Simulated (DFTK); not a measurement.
# SnSe (Fm-3m) in DFTK: a series of runs

Aim: see how the results for SnSe move with the level of theory and the settings. Levels: PBE, LDA, BJ06, RPBE, r2SCAN. Tasks: band structure, equation of state.

Program: DFTK 0.8.2. These are calculated values, not measurements. Logs are shortened: lines on timing, memory, paths and dates and some standing lists are left out, and cuts for length are marked.

## (1) The structure

Symmetry: Fm-3m, No. 225, cubic system. Conventional cell: a = 6.020 Å, b = 6.020 Å, c = 6.020 Å, α = 90.00°, β = 90.00°, γ = 90.00°. Around Sn (site symmetry m-3m) lie 6 Se at 3.01 Å. Around Se (site symmetry m-3m) lie 6 Sn at 3.01 Å.

Measurements of this composition are mostly on another form, of space group No. 62.

## (2) Band structure, PBE

run.jl reads:

```julia
using DFTK
using PseudoPotentialData
using Unitful, UnitfulAtomic
using LinearAlgebra, Printf
using AtomsBase
include("save.jl")
disable_threading()

cell = [[0.0, 3.01, 3.01],
        [3.01, 0.0, 3.01],
        [3.01, 3.01, 0.0]]u"Å"
system = periodic_system([:Sn => [0.0, 0.0, 0.0],
                          :Se => [0.5, 0.5, 0.5]],
                         cell; fractional=true)
lattice   = austrip.(hcat(cell_vectors(system)...))
symbols   = atomic_symbol(system, :) .|> Symbol
positions = [lattice \ austrip.(position(system, i)) for i in 1:length(system)]
pseudopotentials = Dict(:Se => "Se.upf", :Sn => "Sn.upf")
elements = Dict(s => ElementPsp(s, pseudopotentials; rcut=10.0) for s in unique(symbols))
atoms    = [elements[s] for s in symbols]

build_model(lattice, positions; symmetries=true) =
    model_DFT(lattice, atoms, positions;
              functionals=PBE(),
              temperature=austrip(0.05u"eV"),
              smearing=Smearing.FermiDirac(),
              symmetries)
Ecut  = 35.0  # hartree
kgrid = [7, 7, 7]
tol   = 1e-6
to_GPa = ustrip(uconvert(u"GPa", 1u"hartree/bohr^3"))

model = build_model(lattice, positions)
basis = PlaneWaveBasis(model; Ecut, kgrid)
display(basis)
scfres = self_consistent_field(basis;
                               tol,
                               nbandsalg=AdaptiveBands(model; n_bands_converge=15))
display(scfres.energies)
@printf "Fermi level: %.6f eV\n" ustrip(auconvert(u"eV", something(scfres.εF, NaN)))
forces = compute_forces_cart(scfres)
println("Forces (eV/Å)")
for (s, f) in zip(symbols, forces)
    @printf "%-3s %12.6f %12.6f %12.6f\n" s ustrip.(auconvert.(u"eV/Å", f))...
end
stress = compute_stresses_cart(scfres)
println("Stress (GPa)")
display(round.(stress * to_GPa; digits=4))
println("Levels at the first k-point (eV): ", round.(ustrip.(auconvert.(u"eV", scfres.eigenvalues[1][1:scfres.n_bands_converge])); digits=4))
save_scf!(scfres; forces, stress)

points = Dict("G" => [0.0, 0.0, 0.0], "K" => [0.375, 0.375, 0.75], "L" => [0.5, 0.5, 0.5], "U" => [0.625, 0.25, 0.625], "W" => [0.5, 0.25, 0.75], "X" => [0.5, 0.0, 0.5])
segments = [("G", "X", 7), ("X", "W", 4), ("W", "K", 3), ("K", "G", 7), ("G", "L", 6), ("L", "U", 4), ("U", "W", 3), ("W", "L", 5), ("L", "K", 4), ("U", "X", 3)]
kcoords = vcat([[points[a] + t * (points[b] - points[a]) for t in range(0, 1, n)] for (a, b, n) in segments]...)
bands = compute_bands(scfres, ExplicitKpoints(kcoords); n_bands=17, tol=1e-5)
for (k, ε) in zip(bands.basis.kpoints, bands.eigenvalues)
    @printf "%d %8.4f %8.4f %8.4f " k.spin k.coordinate...
    println(join([@sprintf("%9.4f", e) for e in ustrip.(auconvert.(u"eV", ε .- scfres.εF))]))
end
results["band_energies"] = rows(bands.eigenvalues); results["band_kpoints"] = rows(kcoords)
```

Potentials or basis: SG15 1.2 (PBE).

Run with:

```
$ julia --threads=1 run.jl  # save.jl only writes the numbers to a file and isn't shown; printed stress counts tension as positive; times include loading and compiling
```

The program printed:

```text
PlaneWaveBasis discretization:

    Ecut                 : 35.0 Ha
    fft_size             : (45, 45, 45), 91125 total points
    kgrid                : MonkhorstPack([7, 7, 7])
    num.   red. kpoints  : 343
    num. irred. kpoints  : 20

    Discretized Model(gga_x_pbe+gga_c_pbe, 3D):
        lattice (in Bohr)    : [0         , 5.68808   , 5.68808   ]
                               [5.68808   , 0         , 5.68808   ]
                               [5.68808   , 5.68808   , 0         ]
        unit cell volume     : 368.07 Bohr³

        atoms                : SeSn
        atom potentials      : ElementPsp(:Sn, "Sn.upf")
                               ElementPsp(:Se, "Se.upf")

        num. electrons       : 20
        spin polarization    : none
        temperature          : 0.0018375 Ha
        smearing             : DFTK.Smearing.FermiDirac()

        terms                : Kinetic()
                               AtomicLocal()
                               AtomicNonlocal()
                               Ewald(nothing)
                               PspCorrection()
                               Hartree()
                               Xc(gga_x_pbe, gga_c_pbe)
                               Entropy()
n     Energy            log10(ΔE)   log10(Δρ)   Diag   Δtime
---   ---------------   ---------   ---------   ----   ------
  1   -69.79532136374                   -1.15    4.9    7.73s
  2   -69.80908993941       -1.86       -1.65    1.0    3.93s
  3   -69.81049146943       -2.85       -2.22    2.5    5.55s
  4   -69.81051301779       -4.67       -3.27    1.9    3.26s
  5   -69.81051478848       -5.75       -3.34    3.4    5.78s
  6   -69.81051483580       -7.32       -3.50    1.0    3.84s
  7   -69.81051488349       -7.32       -4.26    1.1    4.99s
  8   -69.81051488617       -8.57       -4.85    2.4    5.69s
  9   -69.81051488648       -9.50       -5.48    2.2    6.71s
 10   -69.81051488648   +  -11.73       -5.35    1.9    5.39s
 11   -69.81051488650      -10.84       -6.46    2.0    6.47s
Energy breakdown (in Ha):
    Kinetic             34.6794513
    AtomicLocal         -44.2562583
    AtomicNonlocal      -13.1766346
    Ewald               -54.7972287
    PspCorrection       2.6991366
    Hartree             14.4525472
    Xc                  -9.4115264
    Entropy             -0.0000020

    total               -69.810514886497
Fermi level: 5.631846 eV
Forces (eV/Å)
Sn      0.000000     0.000000     0.000000
Se     -0.000000    -0.000000     0.000000
Stress (GPa)
3×3 StaticArraysCore.SMatrix{3, 3, Float64, 9} with indices SOneTo(3)×SOneTo(3):
 -0.9733  -0.0     -0.0
 -0.0     -0.9733  -0.0
 -0.0     -0.0     -0.9733
Levels at the first k-point (eV): [-16.2795, -16.2795, -16.2795, -16.2735, -16.2735, -8.5278, 0.2695, 3.1616, 3.1616, 3.1616, 9.6599, 9.6599, 9.6599, 11.2106, 11.2106]
1   0.0000   0.0000   0.0000  -21.9114 -21.9114 -21.9114 -21.9053 -21.9053 -14.1596  -5.3623  -2.4703  -2.4703  -2.4703   4.0280   4.0280   4.0280   5.5788   5.5788   5.5788   7.8748
1   0.0833   0.0000   0.0833  -21.9118 -21.9102 -21.9102 -21.9066 -21.9048 -14.0942  -5.7003  -2.5897  -2.5897  -1.9494   2.8661   3.9442   3.9442   5.1127   6.0841   6.0841   7.9664
1   0.1667   0.0000   0.1667  -21.9130 -21.9105 -21.9071 -21.9071 -21.9035 -13.9062  -6.2843  -2.8953  -2.8953  -1.1435   1.3335   3.9514   3.9514   4.3350   7.2757   7.2757   8.2385
1   0.2500   0.0000   0.2500  -21.9170 -21.9146 -21.9028 -21.9028 -21.9016 -13.6248  -6.7278  -3.2718  -3.2718  -1.9737   1.8262   3.6524   4.1790   4.1790   8.6803   8.8647   8.8647
1   0.3333   0.0000   0.3333  -21.9246 -21.9162 -21.8997 -21.8984 -21.8984 -13.3099  -6.8911  -3.6111  -3.6111  -3.5524   3.1472   3.4209   4.5495   4.5495   9.2589  10.3478  10.7018
1   0.4167   0.0000   0.4167  -21.9310 -21.9174 -21.8983 -21.8951 -21.8951 -13.0541  -6.7012  -4.9349  -3.8404  -3.8404   2.8400   4.9071   4.9071   4.9641   9.8677  11.2386  12.2698
[... 38 lines left out ...]
1   0.5625   0.1250   0.5625  -21.9314 -21.9161 -21.8992 -21.8951 -21.8945 -12.9482  -6.6697  -5.6520  -3.7988  -3.5333   3.0345   4.4742   4.7203   5.5096  10.9494  11.0123  11.1803
1   0.5000   0.0000   0.5000  -21.9335 -21.9178 -21.8978 -21.8939 -21.8939 -12.9544  -6.2993  -5.7558  -3.9209  -3.9209   2.7371   5.0600   5.0600   5.6842  10.1808  11.3202  12.3843
```

It took 3.8 min on 1 thread of Intel Xeon Platinum 8488C (Sapphire Rapids), shared host; peak memory 1.8 GiB.

What came out:

| Quantity | Value |
| --- | --- |
| Free energy | -1899.6409 eV |
| Pressure | 1.0 GPa |
| Band gap along the path | 0.58 eV, indirect (least direct gap 0.59 eV) |

Levels at the corners of the path, in eV from the Fermi level:
```csv
point,band 6,band 7,band 8,band 9,band 10,band 11,band 12,band 13,band 14,band 15
Γ,-14.16,-5.36,-2.47,-2.47,-2.47,4.03,4.03,4.03,5.58,5.58
X,-12.95,-6.30,-5.76,-3.92,-3.92,2.74,5.06,5.06,5.68,10.18
W,-12.93,-7.20,-4.99,-4.99,-1.09,1.20,4.49,4.49,6.94,6.94
K,-12.96,-7.30,-5.35,-3.45,-2.76,2.95,3.32,5.00,5.06,9.59
Γ,-14.16,-5.36,-2.47,-2.47,-2.47,4.03,4.03,4.03,5.58,5.58
L,-13.23,-8.34,-2.23,-2.23,-0.30,0.29,0.96,0.96,7.96,9.90
U,-12.96,-7.30,-5.35,-3.45,-2.76,2.95,3.32,5.00,5.06,9.59
W,-12.93,-7.20,-4.99,-4.99,-1.09,1.20,4.49,4.49,6.94,6.94
L,-13.23,-8.34,-2.23,-2.23,-0.30,0.29,0.96,0.96,7.96,9.90
K,-12.96,-7.30,-5.35,-3.45,-2.76,2.95,3.32,5.00,5.06,9.59
U,-12.96,-7.30,-5.35,-3.45,-2.76,2.95,3.32,5.00,5.06,9.59
X,-12.95,-6.30,-5.76,-3.92,-3.92,2.74,5.06,5.06,5.68,10.18
```

Caveat: this odd mesh misses L, where the gap lies, so gap, dielectric constants and Born charges aren't listed; spin-orbit coupling is left out, which moves the levels of the heavy elements.

## (3) Band structure, LDA

run.jl, as its differences from that of step 2:

```diff
@@ -4,3 +4,2 @@
 using LinearAlgebra, Printf
-using AtomsBase
 include("save.jl")
@@ -8,13 +7,8 @@
 
-cell = [[0.0, 3.01, 3.01],
-        [3.01, 0.0, 3.01],
-        [3.01, 3.01, 0.0]]u"Å"
-system = periodic_system([:Sn => [0.0, 0.0, 0.0],
-                          :Se => [0.5, 0.5, 0.5]],
-                         cell; fractional=true)
-lattice   = austrip.(hcat(cell_vectors(system)...))
-symbols   = atomic_symbol(system, :) .|> Symbol
-positions = [lattice \ austrip.(position(system, i)) for i in 1:length(system)]
-pseudopotentials = Dict(:Se => "Se.upf", :Sn => "Sn.upf")
-elements = Dict(s => ElementPsp(s, pseudopotentials; rcut=10.0) for s in unique(symbols))
+lines     = readlines("POSCAR")
+lattice   = austrip(1u"Å") * parse(Float64, lines[2]) * hcat([parse.(Float64, split(l)) for l in lines[3:5]]...)
+symbols   = vcat([fill(Symbol(s), parse(Int, n)) for (s, n) in zip(split(lines[6]), split(lines[7]))]...)
+positions = [parse.(Float64, split(l)[1:3]) for l in lines[9:8+length(symbols)]]
+pseudopotentials = PseudoFamily("cp2k.nc.sr.lda.v0_1.largecore.gth")
+elements = Dict(s => ElementPsp(s, pseudopotentials) for s in unique(symbols))
 atoms    = [elements[s] for s in symbols]
@@ -23,3 +17,3 @@
     model_DFT(lattice, atoms, positions;
-              functionals=PBE(),
+              functionals=LDA(),
               temperature=austrip(0.05u"eV"),
@@ -27,4 +21,4 @@
               symmetries)
-Ecut  = 35.0  # hartree
-kgrid = [7, 7, 7]
+Ecut  = 22.0  # hartree
+kgrid = [8, 8, 8]
 tol   = 1e-6
@@ -37,3 +31,3 @@
                                tol,
-                               nbandsalg=AdaptiveBands(model; n_bands_converge=15))
+                               nbandsalg=AdaptiveBands(model; n_bands_converge=10))
 display(scfres.energies)
@@ -54,3 +48,3 @@
 kcoords = vcat([[points[a] + t * (points[b] - points[a]) for t in range(0, 1, n)] for (a, b, n) in segments]...)
-bands = compute_bands(scfres, ExplicitKpoints(kcoords); n_bands=17, tol=1e-5)
+bands = compute_bands(scfres, ExplicitKpoints(kcoords); n_bands=12, tol=1e-5)
 for (k, ε) in zip(bands.basis.kpoints, bands.eigenvalues)
```

POSCAR reads:

```
SnSe
1.0
    0.0000000000      3.0100000000      3.0100000000
    3.0100000000      0.0000000000      3.0100000000
    3.0100000000      3.0100000000      0.0000000000
Sn Se
1 1
Direct
    0.0000000000      0.0000000000      0.0000000000
    0.5000000000      0.5000000000      0.5000000000
```

Potentials or basis: cp2k.nc.sr.lda.v0_1.largecore.gth (LDA, GTH).

Run with:

```
$ julia --threads=1 run.jl  # save.jl only writes the numbers to a file and isn't shown; printed stress counts tension as positive; times include loading and compiling
```

It took 66 s on 1 thread of Intel Xeon Platinum 8488C (Sapphire Rapids), shared host; peak memory 1.5 GiB.

The run converged. Its results:

```yaml
Free_energy: -356.3453 eV
Pressure: -4.0 GPa
Band_gap_on_the_k_mesh: 0.61 eV, direct
Band_gap_along_the_path: 0.59 eV, indirect (least direct gap 0.61 eV)
```

Levels at the corners of the path, in eV from the valence-band top:
| point | band 3 | band 4 | band 5 | band 6 | band 7 | band 8 |
| --- | --- | --- | --- | --- | --- | --- |
| Γ | -2.04 | -2.04 | -2.04 | 4.33 | 4.33 | 4.33 |
| X | -5.38 | -3.52 | -3.52 | 3.09 | 5.37 | 5.37 |
| W | -4.61 | -4.61 | -0.72 | 1.49 | 4.86 | 4.86 |
| K | -4.97 | -3.05 | -2.42 | 3.29 | 3.63 | 5.34 |
| Γ | -2.04 | -2.04 | -2.04 | 4.33 | 4.33 | 4.33 |
| L | -1.83 | -1.83 | 0.00 | 0.61 | 1.27 | 1.27 |
| U | -4.97 | -3.05 | -2.42 | 3.29 | 3.63 | 5.34 |
| W | -4.61 | -4.61 | -0.72 | 1.49 | 4.86 | 4.86 |
| L | -1.83 | -1.83 | 0.00 | 0.61 | 1.27 | 1.27 |
| K | -4.97 | -3.05 | -2.42 | 3.29 | 3.63 | 5.34 |
| U | -4.97 | -3.05 | -2.42 | 3.29 | 3.63 | 5.34 |
| X | -5.38 | -3.52 | -3.52 | 3.09 | 5.37 | 5.37 |

Caveat: GTH potentials come without recommended cutoffs, and this one wasn't checked for convergence; spin-orbit coupling is left out, which moves the levels of the heavy elements.

## (4) Band structure, BJ06

run.jl reads:

```julia
using DFTK
using PseudoPotentialData
using Unitful, UnitfulAtomic
using LinearAlgebra, Printf
include("save.jl")
disable_threading()

lines     = readlines("SnSe.xyz")
cell_ang  = reshape(parse.(Float64, split(match(r"Lattice=\"([^\"]+)\"", lines[2])[1])), 3, 3)
lattice   = austrip(1u"Å") * cell_ang
symbols   = [Symbol(split(l)[1]) for l in lines[3:end]]
positions = [round.(cell_ang \ parse.(Float64, split(l)[2:4]); digits=9) for l in lines[3:end]]
pseudopotentials = PseudoFamily("cp2k.nc.sr.pbe.v0_1.largecore.gth")
elements = Dict(s => ElementPsp(s, pseudopotentials) for s in unique(symbols))
atoms    = [elements[s] for s in symbols]

build_model(lattice, positions; symmetries=true) =
    model_DFT(lattice, atoms, positions;
              functionals=[:mgga_x_tb09, :lda_c_pw],
              temperature=austrip(0.05u"eV"),
              smearing=Smearing.FermiDirac(),
              symmetries)
Ecut  = 29.0  # hartree
kgrid = [7, 7, 7]
tol   = 1e-6
to_GPa = ustrip(uconvert(u"GPa", 1u"hartree/bohr^3"))

model = build_model(lattice, positions)
basis = PlaneWaveBasis(model; Ecut, kgrid)
display(basis)
scfres = self_consistent_field(basis;
                               tol,
                               nbandsalg=AdaptiveBands(model; n_bands_converge=10),
                               solver=ScfAndersonSolver())
display(scfres.energies)
@printf "Fermi level: %.6f eV\n" ustrip(auconvert(u"eV", something(scfres.εF, NaN)))
println("Levels at the first k-point (eV): ", round.(ustrip.(auconvert.(u"eV", scfres.eigenvalues[1][1:scfres.n_bands_converge])); digits=4))
save_scf!(scfres)

points = Dict("G" => [0.0, 0.0, 0.0], "K" => [0.375, 0.375, 0.75], "L" => [0.5, 0.5, 0.5], "U" => [0.625, 0.25, 0.625], "W" => [0.5, 0.25, 0.75], "X" => [0.5, 0.0, 0.5])
segments = [("G", "X", 7), ("X", "W", 4), ("W", "K", 3), ("K", "G", 7), ("G", "L", 6), ("L", "U", 4), ("U", "W", 3), ("W", "L", 5), ("L", "K", 4), ("U", "X", 3)]
kcoords = vcat([[points[a] + t * (points[b] - points[a]) for t in range(0, 1, n)] for (a, b, n) in segments]...)
bands = compute_bands(scfres, ExplicitKpoints(kcoords); n_bands=12, tol=1e-5)
for (k, ε) in zip(bands.basis.kpoints, bands.eigenvalues)
    @printf "%d %8.4f %8.4f %8.4f " k.spin k.coordinate...
    println(join([@sprintf("%9.4f", e) for e in ustrip.(auconvert.(u"eV", ε .- scfres.εF))]))
end
results["band_energies"] = rows(bands.eigenvalues); results["band_kpoints"] = rows(kcoords)
```

SnSe.xyz reads:

```xyz
2
Lattice="0.0000000000 3.0100000000 3.0100000000 3.0100000000 0.0000000000 3.0100000000 3.0100000000 3.0100000000 0.0000000000" Properties=species:S:1:pos:R:3 pbc="T T T"
Sn     0.0000000000      0.0000000000      0.0000000000
Se     3.0100000000      3.0100000000      3.0100000000
```

Potentials or basis: cp2k.nc.sr.pbe.v0_1.largecore.gth (PBE, GTH).

Run with:

```
$ julia --threads=1 run.jl  # save.jl only writes the numbers to a file and isn't shown; printed stress counts tension as positive; times include loading and compiling
```

Run time: 90 s. Hardware: 1 thread of Intel Xeon Platinum 8488C (Sapphire Rapids), shared host; peak memory 1.6 GiB.

The run converged. Its results:

```
Band gap along the path : 0.49 eV, direct
```

Levels at the corners of the path, in eV from the Fermi level:
| point | band 3 | band 4 | band 5 | band 6 | band 7 | band 8 |
| --- | --- | --- | --- | --- | --- | --- |
| Γ | -2.71 | -2.71 | -2.71 | 4.17 | 4.17 | 4.17 |
| X | -5.96 | -4.14 | -4.14 | 2.56 | 5.19 | 5.19 |
| W | -5.21 | -5.21 | -1.28 | 1.27 | 4.45 | 4.45 |
| K | -5.56 | -3.69 | -2.85 | 2.93 | 3.34 | 4.94 |
| Γ | -2.71 | -2.71 | -2.71 | 4.17 | 4.17 | 4.17 |
| L | -2.54 | -2.54 | -0.23 | 0.26 | 0.98 | 0.98 |
| U | -5.56 | -3.69 | -2.85 | 2.93 | 3.34 | 4.94 |
| W | -5.21 | -5.21 | -1.28 | 1.27 | 4.45 | 4.45 |
| L | -2.54 | -2.54 | -0.23 | 0.26 | 0.98 | 0.98 |
| K | -5.56 | -3.69 | -2.85 | 2.93 | 3.34 | 4.94 |
| U | -5.56 | -3.69 | -2.85 | 2.93 | 3.34 | 4.94 |
| X | -5.96 | -4.14 | -4.14 | 2.56 | 5.19 | 5.19 |

Caveat: this odd mesh misses L, where the gap lies, so gap, dielectric constants and Born charges aren't listed; the program leaves the constant c of mgga_x_tb09 at 1, so the potential is Becke-Johnson's (BJ06) and not Tran and Blaha's, with levels but no total energy; GTH potentials come without recommended cutoffs, and this one wasn't checked for convergence; the potentials were made for another functional, which shifts forces and pressure; spin-orbit coupling is left out, which moves the levels of the heavy elements.

(Continued in part 2 of 2.)
